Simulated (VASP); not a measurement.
The system is BN.

```
N B
1.0
     0.00000    1.81300    1.81300
     1.81300    0.00000    1.81300
     1.81300    1.81300    0.00000
N B
1 1
Direct
  0.25000 0.25000 0.25000
  0.00000 0.00000 0.00000
```

The cell is a database's computed one.

* Program: VASP 6.6.1
* Task: single point
* Functional: PBE
* Potentials or basis: VASP PAW PBE potentials, release 64 (N, B)
* Cutoff: 520 eV
* k mesh: 13 × 13 × 13
* Occupations: fermi-dirac, width 0.05 eV
* Spin: no spin polarisation

On this cell: pressure -0.2 GPa; largest force zero by symmetry; band gap on the k mesh 4.52 eV, indirect (least direct gap 8.78 eV).

The same run follows on a disturbed copy (atoms moved at random, drawn with an rms of 0.05 Å):

```xyz
2
Lattice="0.0000 1.8130 1.8130 1.8130 0.0000 1.8130 1.8130 1.8130 0.0000" Properties=species:S:1:pos:R:3 pbc="T T T"
N     0.8873    0.9000    0.9579
B     0.0423   -0.0344    0.0019
```

Question: What does the disturbed cell give?

Answer: The energy moves by +45.6 meV/atom; pressure 2.0 GPa; largest force 2.282 eV/Å; band gap on the k mesh 3.89 eV, indirect (least direct gap 7.79 eV).

Forces on the atoms (eV/Å):
```
N    1.583 -0.954 -1.337
B   -1.583  0.954  1.337
```

Stress tensor (GPa, compression positive):
```
 1.85 -2.12 -2.50
-2.12  2.25  2.15
-2.50  2.15  2.02
```

Caveats: an odd mesh through Γ misses points on the zone boundary, where band edges often lie.
